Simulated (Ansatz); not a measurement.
# Sr: structure and electronic properties

An exercise on one series of results from a longer session: the logs are not shown, and one member is left open.

This is Sr in the hcp structure; at room conditions it is fcc.

Method: DFT PBE, scalar-relativistic, plane waves, PAW, in Ansatz 0.2.0.

## The structure to begin with

The structure is hexagonal, space group P6_3/mmc (No. 194). Conventional cell: a = 4.310 Å, b = 4.310 Å, c = 7.050 Å, α = 90.00°, β = 90.00°, γ = 120.00°. Sr (site symmetry -6m2) is surrounded by 12 Sr at 4.31 Å.

As a file:

```
Sr
1.0
     4.31000    0.00000    0.00000
    -2.15500    3.73257    0.00000
     0.00000    0.00000    7.05000
Sr
2
Direct
  0.33333 0.66667 0.25000
  0.66667 0.33333 0.75000
```

Source of the structure: the Crystallography Open Database.

Set-up of the first run:

(A quick probe on a coarse mesh, which set the mesh and smearing, is not shown.)

input.yaml reads:

```yaml
crystal:
  lattice:
    - [4.31, 0.0, 0.0]
    - [-2.155, 3.7325694903, 0.0]
    - [0.0, 0.0, 7.05]
  atoms:
    - { symbol: Sr, position: [0.3333333333, 0.6666666667, 0.25] }
    - { symbol: Sr, position: [0.6666666667, 0.3333333333, 0.75] }
basis:
  ecutwfc: 420
kpoints:
  mp_grid: { grid: [12, 12, 6] }
hamiltonian:
  xc: pbe
scf:
  occupations: { method: gaussian, width: 0.1 }
output:
  forces: true
  stress: true
  eigenvalues: true
relax:
  adjacent_minimum: "off"
  f_tol: 0.005
  max_steps: 80
  cell: { stress_tol: 0.05 }
```

Command:

```console
$ ansatz run input.yaml --threads 1 --pin off --max-ram 2560MiB --backend cpu --events-out ev --progress --plain --runs-dir out
```

Steps of the session up to this table: The relaxation; Bands, states and charges; The cell as listed, for comparison; Point at V/V0 = 0.97; The cell scaled to 1.03 of its volume; Point at V/V0 = 0.94; Point at V/V0 = 1.06; The cell scaled to 0.91 of its volume; The cell scaled to 1.10 of its volume; The cell scaled to 0.88 of its volume.

One table of the session follows, with a row left open; its other results are not shown here.

It belongs to the step «Equation of state». 

| volume (Å³/atom) | energy above the lowest point (meV/atom) | pressure (GPa) |
| --- | --- | --- |
| 48.675 | 34.3 | 1.78 |
| 50.334 | 18.7 | 1.25 |
| 51.994 | 8.1 | 0.79 |
| 53.653 | 2.1 | 0.37 |
| 55.312 | 0.0 | 0.01 |
| 56.972 | ? | ? |
| 58.631 | 6.3 | -0.62 |
| 60.844 | 17.0 | -0.96 |

**Question.** Estimate the row for volume (Å³/atom) = 56.972.

Worked estimate for «energy above the lowest point (meV/atom)». A straight line through the neighbours (55.312, 0.0) and (58.631, 6.3) gives 0.0 + (6.3 − 0.0) × (56.972 − 55.312) / (58.631 − 55.312) = 3.2; a parabola fitted to 4 rows on both sides gives 1.6.

As computed: energy above the lowest point (meV/atom): 1.5; pressure (GPa): -0.32. In «energy above the lowest point (meV/atom)» the line misses by +1.7 and the parabola by +0.1.

Caveats from the session: The start is a reported cell, which holds thermal expansion that this zero-temperature run lacks.
